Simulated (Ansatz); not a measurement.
**Magnesium, beta-Sn type under revPBE: structure, energy and stiffness**

The plan for magnesium in the beta-Sn type structure: relax it, solve it on a dense k-mesh, then scale the cell to 7 volumes from 88 to 112 % of the relaxed one and try a fit of the equation of state. Spin polarisation is left out. The k-meshes are 12×12×8 for the relaxation; 21×21×10 for the dense run; 21×21×10 for the volumes.

Computed with Ansatz 0.2.0 (DFT revPBE, plane waves (420 eV) with PAW, scalar-relativistic; PAW files made under PBE, frozen cores solved again for the functional, unless a step says otherwise).

## Step 1: The system as given

Symmetry: I4_1/amd, No. 141, tetragonal system. Conventional cell: a = 5.633 Å, b = 5.633 Å, c = 3.076 Å, α = 90.00°, β = 90.00°, γ = 90.00°. Around Mg (site symmetry -4m2) lie 6 Mg at 2.92 to 3.08 Å.

As a file:

```
CELL_PARAMETERS angstrom
-2.81653 2.81653 1.53783
2.81653 -2.81653 1.53783
2.81653 2.81653 -1.53783
ATOMIC_POSITIONS crystal
Mg 0.00000 0.00000 0.00000
Mg 0.75000 0.25000 0.50000
```

## Step 2: Relaxation of the cell

The input, input.yaml:

```yaml
crystal:
  lattice:
    - [-2.8165349947, 2.8165349947, 1.5378281071]
    - [2.8165349947, -2.8165349947, 1.5378281071]
    - [2.8165349947, 2.8165349947, -1.5378281071]
  atoms:
    - { symbol: Mg, position: [0.0, 0.0, 0.0] }
    - { symbol: Mg, position: [0.75, 0.25, 0.5] }
hamiltonian:
  xc: revpbe
  pseudopotentials:
    kind: paw
    azcp:
      Mg: "pseudopotentials/Mg.paw.azcp"
basis:
  ecutwfc: 420
  fft_grid_basis: typed
kpoints:
  mp_grid: { grid: [12, 12, 8], shift: [0, 0, 0] }
magnetization:
  spin_polarized: false
scf:
  occupations: { method: fermi_dirac, width: 0.1 }
relax:
  max_steps: 60
  f_tol: 0.01
  cell: {}
```

Further steps of the session: Single point on a dense mesh; The cell scaled to 88 % of its volume; The cell scaled to 92 % of its volume; The cell scaled to 96 % of its volume; The cell scaled to 100 % of its volume; The cell scaled to 104 % of its volume; The cell scaled to 108 % of its volume; The cell scaled to 112 % of its volume.

Q: Predict the outcome of this session. Wanted: space group; conventional cell; volume; shortest distance; gap on the mesh; highest ELF outside the cores; V₀, B₀, B₀′.

The runs gave:

| quantity | value |
| --- | --- |
| space group (spins left aside) | C2/c (No. 15) |
| conventional cell | a = 3.233 Å, b = 5.604 Å, c = 5.206 Å, β = 90.14° |
| volume | 23.584 Å³/atom |
| shortest distance | 3.201 Å |
| gap on the mesh | none (levels filled in part) |
| highest ELF outside the cores | 0.69, 1.82 Å from the nearest atom |
| V₀, B₀, B₀′ | 23.560 Å³/atom, 34 GPa, 4.0 |

In words: The relaxation shrank the cell by 3.3 % in volume. The cell has left its prototype: it ends as hcp. What follows belongs to that structure, not to the type named at the start. The mesh has less symmetry than the lattice, which may have let the distortion in. Levels at the Fermi energy are filled in part, as in a metal. B₀ comes out at 34 GPa; letting shape and positions relax at each volume could only lower it.
